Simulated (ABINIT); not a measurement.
The system is Si2Mo.

```
Mo Si
1.0
    -1.60000    1.60000    3.93050
     1.60000   -1.60000    3.93050
     1.60000    1.60000   -3.93050
Mo Si
1 2
Direct
  0.00000 0.00000 0.00000
  0.66700 0.66700 0.00000
  0.33300 0.33300 0.00000
```

Program: ABINIT 10.8.3 (patched build). Alike in all runs: potentials or basis JTH PAW PBE v2.0; no spin polarisation; cell as given; cutoff (eV) 408; smearing fermi-dirac 0.05 eV. Hardware: 1 thread of Arm Neoverse V1 (shared host).

Order these runs on this cell by their wall time, lowest first.
A. task single point; level PBEsol; k mesh 10 × 10 × 10; mesh quality not flagged
B. task band structure; level SOGGA; k mesh 12 × 12 × 12; mesh quality not flagged
C. task single point; level PBE; k mesh 5 × 5 × 5; mesh quality coarse
D. task single point; level PBE; k mesh 7 × 7 × 7; mesh quality coarse

C (27 s), D (57 s), A (180 s), B (410 s).

Caveats: some runs use coarse meshes.
